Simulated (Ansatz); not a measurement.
# CdS: how the settings move a single-point run

Aim: see which settings change the result for CdS, by how much, and at what cost. The cell is built on a prototype (CsCl type) and needn't be the phase found in nature.

Method: reference: DFT, HSE06, plane waves, PAW, in Ansatz 0.2.0.

3 further runs of the same task are left out: 2 for a known fault of the program, 1 that didn't finish.

## (1) The structure to begin with

It takes space group Pm-3m (No. 221, cubic). Conventional cell: a = 3.387 Å, b = 3.387 Å, c = 3.387 Å, α = 90.00°, β = 90.00°, γ = 90.00°. Cd (site symmetry m-3m) has 8 S at 2.93 Å as nearest neighbours. S (site symmetry m-3m) is surrounded by 8 Cd at 2.93 Å.

Structure file:

```xyz
2
Lattice="3.3869 0.0000 0.0000 0.0000 3.3869 0.0000 0.0000 0.0000 3.3869" Properties=species:S:1:pos:R:3 pbc="T T T"
Cd    0.0000    0.0000    0.0000
S     1.6935    1.6935    1.6935
```

## (2) The reference run

input.yaml reads:

```yaml
crystal:
  lattice:
    - [3.386908614, 0.0, 0.0]
    - [0.0, 3.386908614, 0.0]
    - [0.0, 0.0, 3.386908614]
  atoms:
    - { symbol: Cd, position: [0.0, 0.0, 0.0] }
    - { symbol: S, position: [0.5, 0.5, 0.5] }
kpoints:
  mp_grid: { grid: [4, 4, 4] }
hamiltonian:
  xc: hse06
scf:
  occupations: { method: fermi_dirac, width: 0.02 }
  n_extra_bands: 4
output:
  forces: true
  stress: true
  eigenvalues: true
```

On the command line:

```bash
$ ansatz run input.yaml --threads 4 --pin off --max-ram 3686MiB --backend cpu --events-out ev --progress --plain --runs-dir out
```

The log of the run, cut to the lines that bear on the results:

```text
Warning: output.stress: scf.convergence.dr2_threshold = 1e-7 eV (the SCF's general default) is looser than the 2e-10 eV advised for a printed stress (1e-10 eV for each atom of the cell: 2). What an SCF threshold leaves in a stress goes as its square root, and in the free energy as the [...]
Warning: output.stress: scf.exx.energy_threshold = 1e-6 eV is looser than the 2e-8 eV advised for a stress under a hybrid functional (1e-8 eV for each atom of the cell: 2). Every SCF of the exchange loop can meet its threshold on dr2 while the loop round them stops early: no threshold on [...]
Warning: RAYON_NUM_THREADS=4 ignored (pool sized by the plan → 4); use --threads N
scf.n_extra_bands = 4 over 13 filled bands (N_el = 26.0): the run solves 17 bands
[...]
Pseudopotentials: kind: paw
Pseudopotential: Cd, paw, valence charge 20, recommended cutoff 420 eV (normal), Cd.paw.azcp
Pseudopotential: S, paw, valence charge 6, recommended cutoff 420 eV (normal), S.paw.azcp
Functional definition: HSE06
[...]
Crystal: 2 atoms, lattice volume = 38.852 Å³
Basis set: ecut = 420 eV, 751 PW (Γ), exchange–correlation on 48×48×48 points (8 copies of the dense FFT grid, shifted against one another)
Bands: 17, of which v1, the nominal top of the filled ones, is band 13 counted from 1 (12 counted from 0)
Symmetry: 48 space group operations
Space group: Pm-3m (ITA 221), of the structure as read, at distance tolerance 3.4e-5 Å
k-points: 10 of 64
[...]
SCF iter   1: F=—  HF=-9156.501442 eV  |F-HF|=—  |Δ(HF+E_count)|=         —  Δρ=4.16e-3  dr2=1.36e-2  ethr=1.77e-3  ⟨swp⟩=7.7  Hψ=719  notcnv=0
[...]
Frozen-core exchange: fock
[...]
hybrid outer 1: dexx = +3.238e-2 eV, tail = 1.90e-2 eV
[...]
Frozen-core exchange: fock
[...]
Frozen-core exchange: fock
[...]
SCF 7 stopped early in 4 iterations: F = -9160.691238 eV  dr2 = 1.17e-7
hybrid outer 1: dexx = +1.008e-3 eV, tail = 2.78e-7 eV
[...]
Frozen-core exchange: fock
[...]
SCF iter   2: F=-9160.691241 eV  HF=-9160.691241 eV  |F-HF|=1.26e-10  |Δ(HF+E_count)|=   4.18e-8  Δρ=2.26e-6  dr2=1.41e-9  ethr=1.31e-11  ⟨swp⟩=3.5  Hψ=360  notcnv=0
[...]
hybrid outer 2: dexx = +5.270e-8 eV, tail = 3.85e-9 eV, Δε = 9.18e-4 eV (about 1.09e-4 eV left of the loop's levels)
exact exchange: an outer loop of this run ended on a state whose frontier levels can be filled otherwise, and a further loop was made from that state with electrons moved between them. It converged no lower than the two loops' stops tell apart, in 6 SCF iterations, so its state is not used
hybrid SCF converged: 3 outer / 15 inner (+9 warm-up), last move |dexx| = 5.99e-7 eV, tail = 2.00e-8 eV
Stability not checked: this state was not tested for a lower state beside it, because the functional holds exact exchange (a hybrid, or Hartree-Fock), whose exchange loop this test does not read (fock_operator; see scf.lower_state_search)
Free energy (F): -9160.691241 eV
Frozen-core exchange: fock
[...]
E sigma→0 (E₀):  -9160.689141 eV
Entropy (-TS):   -0.004199 eV (-2.099 meV/atom)
Fermi energy:    10.844030 eV
[...]
--- Forces (eV/Å), atoms counted from 1 ---
  atom   1  Cd     0.00000000     0.00000000     0.00000000
  atom   2  S      0.00000000    -0.00000000     0.00000000
[...]
--- Stress (GPa, compression-positive) ---
        0.576789      -0.000000       0.000000
       -0.000000       0.576789       0.000000
        0.000000      -0.000000       0.576789
  P = ⅓ Tr σ = 0.5768 GPa (5.768 kbar)
--- Band table (eV; the first three rows and the last of 10) ---
  k-point 0: bands = ["-97.0506", "-56.7867", "-56.7867", "-56.7867", "-4.1016", "0.4758", "0.4758", "1.0518", "1.0518", "1.0518", "9.3868", "9.3868", "9.3868", "10.4780", "18.2201", "18.2201", "23.9822"]
[...]
```

Run time: 11 s. Hardware: 4 threads of Intel Xeon Platinum 8559C (Emerald Rapids), shared host; peak memory 0.66 GiB.

## (3) Changed: singularity regularized

Edit input.yaml of step 2 so:

```diff
@@ -15,2 +15,3 @@
   n_extra_bands: 4
+  exx: { singularity: regularized }
 output:
```

On the command line:

```bash
$ ansatz run input.yaml --threads 4 --pin off --max-ram 3686MiB --backend cpu --events-out ev --progress --plain --runs-dir out
```

The log of the run, cut to the lines that bear on the results:

```text
Warning: output.stress: scf.convergence.dr2_threshold = 1e-7 eV (the SCF's general default) is looser than the 2e-10 eV advised for a printed stress (1e-10 eV for each atom of the cell: 2). What an SCF threshold leaves in a stress goes as its square root, and in the free energy as the [...]
Warning: output.stress: scf.exx.energy_threshold = 1e-6 eV is looser than the 2e-8 eV advised for a stress under a hybrid functional (1e-8 eV for each atom of the cell: 2). Every SCF of the exchange loop can meet its threshold on dr2 while the loop round them stops early: no threshold on [...]
Warning: RAYON_NUM_THREADS=4 ignored (pool sized by the plan → 4); use --threads N
scf.n_extra_bands = 4 over 13 filled bands (N_el = 26.0): the run solves 17 bands
[...]
[... 4 set-up lines as earlier in the session ...]
[...]
Crystal: 2 atoms, lattice volume = 38.852 Å³
Basis set: ecut = 420 eV, 751 PW (Γ), exchange–correlation on 48×48×48 points (8 copies of the dense FFT grid, shifted against one another)
[...]
hybrid SCF converged: 2 outer / 17 inner (+9 warm-up), last move |dexx| = 1.64e-6 eV, tail = 2.84e-8 eV
Stability not checked: this state was not tested for a lower state beside it, because the functional holds exact exchange (a hybrid, or Hartree-Fock), whose exchange loop this test does not read (fock_operator; see scf.lower_state_search)
Free energy (F): -9160.691871 eV
Frozen-core exchange: fock
[...]
E sigma→0 (E₀):  -9160.689840 eV
Entropy (-TS):   -0.004061 eV (-2.031 meV/atom)
Fermi energy:    10.844455 eV
[...]
--- Forces (eV/Å), atoms counted from 1 ---
  atom   1  Cd    -0.00000000     0.00000000     0.00000000
  atom   2  S      0.00000000    -0.00000000     0.00000000
[...]
--- Stress (GPa, compression-positive) ---
        0.559457      -0.000000       0.000000
       -0.000000       0.559457      -0.000000
        0.000000       0.000000       0.559457
  P = ⅓ Tr σ = 0.5595 GPa (5.595 kbar)
--- Band table (eV; the first three rows and the last of 10) ---
  k-point 0: bands = ["-97.0500", "-56.7863", "-56.7863", "-56.7863", "-4.1018", "0.4760", "0.4760", "1.0520", "1.0520", "1.0520", "9.3860", "9.3860", "9.3860", "10.4763", "18.2207", "18.2207", "23.9820"]
[...]
```

Run time: 11 s. Hardware: 4 threads of Intel Xeon Platinum 8559C (Emerald Rapids), shared host; peak memory 0.67 GiB.

The run with the changed singularity converges; its total energy is not set against the reference here. Cost: 37 SCF cycles against 35.

## (4) Variant: exchange pbe, correlation pbe, coeff 0.35, omega 0.5

Edit input.yaml of step 2 so:

```diff
@@ -11,3 +11,3 @@
 hamiltonian:
-  xc: hse06
+  xc: { exchange: pbe, correlation: pbe, exx: { coeff: 0.35, omega: 0.5 } }
 scf:
```

On the command line:

```bash
$ ansatz run input.yaml --threads 4 --pin off --max-ram 3686MiB --backend cpu --events-out ev --progress --plain --runs-dir out
```

The log of the run, cut to the lines that bear on the results:

```text
Warning: output.stress: scf.convergence.dr2_threshold = 1e-7 eV (the SCF's general default) is looser than the 2e-10 eV advised for a printed stress (1e-10 eV for each atom of the cell: 2). What an SCF threshold leaves in a stress goes as its square root, and in the free energy as the [...]
Warning: output.stress: scf.exx.energy_threshold = 1e-6 eV is looser than the 2e-8 eV advised for a stress under a hybrid functional (1e-8 eV for each atom of the cell: 2). Every SCF of the exchange loop can meet its threshold on dr2 while the loop round them stops early: no threshold on [...]
Warning: RAYON_NUM_THREADS=4 ignored (pool sized by the plan → 4); use --threads N
scf.n_extra_bands = 4 over 13 filled bands (N_el = 26.0): the run solves 17 bands
[...]
[... 3 set-up lines as earlier in the session ...]
Functional definition: unnamed
[...]
Crystal: 2 atoms, lattice volume = 38.852 Å³
Basis set: ecut = 420 eV, 751 PW (Γ), exchange–correlation on 48×48×48 points (8 copies of the dense FFT grid, shifted against one another)
[...]
hybrid outer 3: dexx = +1.743e-9 eV, tail = 1.96e-9 eV, Δε = 2.88e-4 eV (about 6.15e-5 eV left of the loop's levels), ΔF = 1.89e-29 eV/Å (tail inf)
hybrid SCF converged: 3 outer / 11 inner (+10 warm-up), last move |dexx| = 1.74e-9 eV, tail = 1.96e-9 eV
Stability not checked: this state was not tested for a lower state beside it, because the functional holds exact exchange (a hybrid, or Hartree-Fock), whose exchange loop this test does not read (fock_operator; see scf.lower_state_search)
Free energy (F): -9162.200082 eV
Frozen-core exchange: fock
[...]
E sigma→0 (E₀):  -9162.197343 eV
Entropy (-TS):   -0.005478 eV (-2.739 meV/atom)
Fermi energy:    10.965724 eV
[...]
--- Forces (eV/Å), atoms counted from 1 ---
  atom   1  Cd    -0.00000000    -0.00000000     0.00000000
  atom   2  S      0.00000000    -0.00000000    -0.00000000
[...]
--- Stress (GPa, compression-positive) ---
        0.944555      -0.000000      -0.000000
        0.000000       0.944555       0.000000
        0.000000       0.000000       0.944555
  P = ⅓ Tr σ = 0.9446 GPa (9.446 kbar)
--- Band table (eV; the first three rows and the last of 10) ---
  k-point 0: bands = ["-98.4806", "-57.6867", "-57.6867", "-57.6867", "-3.9594", "0.4862", "0.4862", "1.0348", "1.0348", "1.0348", "9.5874", "9.5874", "9.5874", "10.4747", "18.0392", "18.0392", "23.8059"]
[...]
```

Run time: 5 s. Hardware: 4 threads of Intel Xeon Platinum 8559C (Emerald Rapids), shared host; peak memory 0.69 GiB.

After a change of functional the difference of the totals has no physical meaning; the pressure goes from 0.6 to 0.9 GPa. Cost: 21 SCF cycles against 35, 5 s against 11 s.

## (5) Changing settings: occupations.method methfessel_paxton, occupations.width 0.05

Edit input.yaml of step 2 so:

```diff
@@ -13,3 +13,3 @@
 scf:
-  occupations: { method: fermi_dirac, width: 0.02 }
+  occupations: { method: methfessel_paxton, width: 0.05 }
   n_extra_bands: 4
```

On the command line:

```bash
$ ansatz run input.yaml --threads 4 --pin off --max-ram 3686MiB --backend cpu --events-out ev --progress --plain --runs-dir out
```

The log of the run, cut to the lines that bear on the results:

```text
Warning: output.stress: scf.convergence.dr2_threshold = 1e-7 eV (the SCF's general default) is looser than the 2e-10 eV advised for a printed stress (1e-10 eV for each atom of the cell: 2). What an SCF threshold leaves in a stress goes as its square root, and in the free energy as the [...]
Warning: output.stress: scf.exx.energy_threshold = 1e-6 eV is looser than the 2e-8 eV advised for a stress under a hybrid functional (1e-8 eV for each atom of the cell: 2). Every SCF of the exchange loop can meet its threshold on dr2 while the loop round them stops early: no threshold on [...]
Warning: RAYON_NUM_THREADS=4 ignored (pool sized by the plan → 4); use --threads N
scf.n_extra_bands = 4 over 13 filled bands (N_el = 26.0): the run solves 17 bands
[...]
[... 4 set-up lines as earlier in the session ...]
[...]
Crystal: 2 atoms, lattice volume = 38.852 Å³
Basis set: ecut = 420 eV, 751 PW (Γ), exchange–correlation on 48×48×48 points (8 copies of the dense FFT grid, shifted against one another)
[...]
hybrid outer 3: dexx = +3.986e-7 eV, tail = 1.01e-8 eV, Δε = 4.70e-3 eV (about 1.65e-4 eV left of the loop's levels)
hybrid SCF converged: 3 outer / 15 inner (+11 warm-up), last move |dexx| = 3.99e-7 eV, tail = 1.01e-8 eV
Stability not checked: this state was not tested for a lower state beside it, because the functional holds exact exchange (a hybrid, or Hartree-Fock), whose exchange loop this test does not read (fock_operator; see scf.lower_state_search)
Free energy (F): -9160.688938 eV
Frozen-core exchange: fock
[...]
E sigma→0 (E₀):  -9160.688893 eV
Entropy (-TS):   -0.000181 eV (-0.090 meV/atom)
Fermi energy:    10.836883 eV
[...]
--- Forces (eV/Å), atoms counted from 1 ---
  atom   1  Cd    -0.00000000     0.00000000    -0.00000000
  atom   2  S      0.00000000     0.00000000     0.00000000
[...]
--- Stress (GPa, compression-positive) ---
        0.603371       0.000000       0.000000
       -0.000000       0.603371       0.000000
        0.000000      -0.000000       0.603371
  P = ⅓ Tr σ = 0.6034 GPa (6.034 kbar)
--- Band table (eV; the first three rows and the last of 10) ---
  k-point 0: bands = ["-97.0470", "-56.7834", "-56.7834", "-56.7834", "-4.1024", "0.4784", "0.4784", "1.0544", "1.0544", "1.0544", "9.3848", "9.3848", "9.3848", "10.4784", "18.2199", "18.2199", "23.9825"]
[...]
```

Wall time 4.9 s (4 threads of Intel Xeon Platinum 8559C (Emerald Rapids), shared host); peak memory 0.64 GiB.

Changing the smearing hardly moves the energy: +0.1 meV/atom. Cost: 26 SCF cycles against 35, 4.9 s against 11 s.

## (6) All runs together

```csv
run,ending,energy change,pressure (GPa),gap (eV),force (eV/Å),cycles,time
reference,converged,0,0.6,0.00,0.00,35,11 s
1: singularity regularized,converged,-,0.6,0.00,0.00,37,11 s
"2: exchange pbe, correlation pbe, coeff 0.35, omega 0.5",converged,not comparable,0.9,0.00,0.00,21,5 s
"3: occupations.method methfessel_paxton, occupations.width 0.05",converged,+0.1 meV/atom (σ→0),0.6,0.00,0.00,26,4.9 s
```

Residual by cycle in the longest SCF loop of each run; runs are numbered as in the table. The quantity is the density residual dr2, in eV.

```csv
cycle,reference,run 1,run 2,run 3
1,0.0136,2.0e-6,0.0141,0.0136
2,0.00477,6.3e-7,0.00424,0.00493
3,7.8e-4,1.1e-7,6.8e-4,1.4e-4
4,6.2e-5,1.4e-8,3.4e-5,1.0e-4
5,1.9e-5,6.3e-9,1.7e-5,3.2e-5
6,5.5e-8,5.1e-9,4.5e-6,9.1e-6
7,5.2e-8,7.0e-10,4.9e-7,4.1e-6
8,3.0e-8,3.3e-10,1.3e-8,3.7e-7
9,2.5e-10,3.8e-11,2.4e-9,6.3e-8
10,-,1.0e-11,7.0e-12,2.3e-8
11,-,-,-,1.2e-11
```

«occupations.method methfessel_paxton, occupations.width 0.05» moves the energy by +0.1 meV/atom. Of the variants the dearest is «singularity regularized» (11 s), the cheapest «occupations.method methfessel_paxton, occupations.width 0.05» (4.9 s), on a shared host.
